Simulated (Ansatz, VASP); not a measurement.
# Two plane-wave programs on BN

Contents of INCAR:

```
SYSTEM = BN
  PREC = Accurate
  ENCUT = 520
  EDIFF = 1E-6
  ISMEAR = 0
  SIGMA = 0.05
  LREAL = .FALSE.
  LASPH = .TRUE.
  NELM = 80
  ALGO = Normal
  ISIF = 2
  LWAVE = .FALSE.
  LCHARG = .FALSE.
  GGA = PS
  NBANDS = 16
```

File KPOINTS:

```
regular mesh
0
G
  12 12 4
  0 0 0
```

The input POSCAR:

```
BN
1.0
    2.3787921191      0.0000000000      0.0000000000
   -1.1893960596      2.0600944054      0.0000000000
    0.0000000000      0.0000000000      6.3281400000
B N
2 2
Direct
    0.3333333333      0.6666666667      0.2500000000
    0.6666666667      0.3333333333      0.7500000000
    0.3333333333      0.6666666667      0.7500000000
    0.6666666667      0.3333333333      0.2500000000
```

Input for Ansatz:

```yaml
crystal:
  lattice:
    - [2.3787921191, 0.0, 0.0]
    - [-1.1893960596, 2.0600944054, 0.0]
    - [0.0, 0.0, 6.32814]
  atoms:
    - { symbol: B, position: [0.3333333333, 0.6666666667, 0.25] }
    - { symbol: B, position: [0.6666666667, 0.3333333333, 0.75] }
    - { symbol: "N", position: [0.3333333333, 0.6666666667, 0.75] }
    - { symbol: "N", position: [0.6666666667, 0.3333333333, 0.25] }
basis:
  ecutwfc: 420
kpoints:
  mp_grid: { grid: [12, 12, 4] }
hamiltonian:
  xc: pbesol
scf:
  occupations: { method: gaussian, width: 0.05 }
output:
  forces: true
  stress: true
  eigenvalues: true
```

Change from the starting cell: strain -0.050 along x and y, -0.050 along z, atoms carried along.

Alike in both runs: task single point; functional PBEsol; k mesh 12 × 12 × 4; occupations gaussian, width 0.05 eV; no spin polarisation.

|  | VASP | Ansatz |
| --- | --- | --- |
| version | VASP 6.6.1 | Ansatz 0.2.0 |
| potentials or method | VASP PAW PBE potentials, release 64 (B, N) | scalar-relativistic, plane waves, PAW |
| plane-wave cutoff (eV) | 520 | 420 |
| valence electrons in the cell | 16 | 16 |

```tsv
	VASP	Ansatz	Ansatz less VASP
gap on the k mesh at the Fermi level (eV)	4.30	4.32	+0.015
least direct gap on the mesh (eV)	4.80	4.82	+0.015
pressure (GPa)	50.0	49.6	-0.40
largest component of the traceless stress (GPa)	47.27	46.66	-0.612
```

Caveats: so large a pressure means that the cell lies far from this level's equilibrium, or that cutoff or potentials fall short (VASP); the potentials were made for another functional, which shifts forces and pressure (VASP). A k mesh can miss the band edges.
